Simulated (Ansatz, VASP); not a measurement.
Two plane-wave programs on SnTe

```
Sn Te
1.0
     0.00000    3.15085    3.15085
     3.15085    0.00000    3.15085
     3.15085    3.15085    0.00000
Sn Te
1 1
Cartesian
  0.0000 0.0000 0.0000
  3.1509 3.1509 3.1509
```

Alike in both runs: task single point; functional PBEsol; k mesh 6 × 6 × 6; no spin polarisation.

|  | VASP | Ansatz |
| --- | --- | --- |
| version | VASP 6.6.1 | Ansatz 0.2.0 |
| potentials or method | VASP PAW PBE potentials, release 64 (Sn_d, Te) | plane waves, PAW |
| plane-wave cutoff (eV) | 520 | 420 |
| occupations | gaussian, width 0.01 eV | fixed |
| valence electrons in the cell | 20 | 30 |

```tsv
	VASP	Ansatz	Ansatz less VASP
gap on the k mesh at the Fermi level (eV)	0.14	0.14	-0.001
pressure (GPa)	-0.4	-0.4	+0.01
```

The two sets of potentials don't hold the same shells in valence.

Caveats: the PAW data sets were made with another functional, which shifts forces and pressure a little (VASP); spin-orbit coupling is left out, which moves the levels of the heavy elements.
